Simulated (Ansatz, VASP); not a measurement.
## Two plane-wave programs on HfN

```
CELL_PARAMETERS angstrom
0.00000 2.24384 2.24384
2.24384 0.00000 2.24384
2.24384 2.24384 0.00000
ATOMIC_POSITIONS crystal
Hf 0.00000 0.00000 0.00000
N 0.50000 0.50000 0.50000
```

Change from the starting cell: volume scaled by 0.98, ions relaxed.

Alike in both runs: functional PBE; k mesh 18 × 18 × 18; occupations fermi-dirac, width 0.05 eV; no spin polarisation.

Ansatz relaxed the structure, and its values are those at the end. VASP's run is a single point on that final structure, the one shown.

|  | VASP | Ansatz |
| --- | --- | --- |
| version | VASP 6.6.1 | Ansatz 0.2.0 |
| potentials or method | VASP PAW PBE potentials, release 64 (Hf_pv, N) | plane-wave PAW, scalar-relativistic |
| plane-wave cutoff (eV) | 520 | 420 |
| valence electrons in the cell | 15 | 31 |

Ansatz gave:

- pressure (GPa): 11.5

**Question.** What did VASP give for the same quantities?

**Answer.** Pressure (GPa): 9.0.

The two sets of potentials don't hold the same shells in valence. Ansatz warned: «gradients_without_spin_orbit».

The runs have no spin-orbit coupling, so splittings on Hf are missing.
